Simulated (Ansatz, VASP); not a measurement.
# AlN in VASP and in Ansatz

```
Al N
1.0
     0.00000    1.97800    1.97800
     1.97800    0.00000    1.97800
     1.97800    1.97800    0.00000
Al N
1 1
Direct
  0.00000 0.00000 0.00000
  0.50000 0.50000 0.50000
```

Alike in both runs: task single point; functional PBEsol; k mesh 10 × 10 × 10; occupations fermi-dirac, width 0.02 eV; no spin polarisation.

|  | VASP | Ansatz |
| --- | --- | --- |
| version | VASP 6.6.1 | Ansatz 0.2.0 |
| potentials or method | VASP PAW PBE potentials, release 64 (Al, N), cutoff 520 eV | all-electron LAPW, scalar-relativistic |

|  | VASP | Ansatz | Ansatz less VASP |
| --- | --- | --- | --- |
| gap on the k mesh at the Fermi level (eV) | 5.01 | 5.03 | +0.014 |
| pressure (GPa) | 20.0 | 20.0 | -0.02 |

Ansatz ran all-electron here, so the differences hold the error of VASP's frozen core and of both bases.

Caveats: so large a pressure means that the cell lies far from this level's equilibrium, or that cutoff or potentials fall short (VASP); the potentials were made for another functional, which shifts forces and pressure (VASP). A k mesh can miss the band edges. As with any semilocal functional, this PBEsol gap is likely too small.
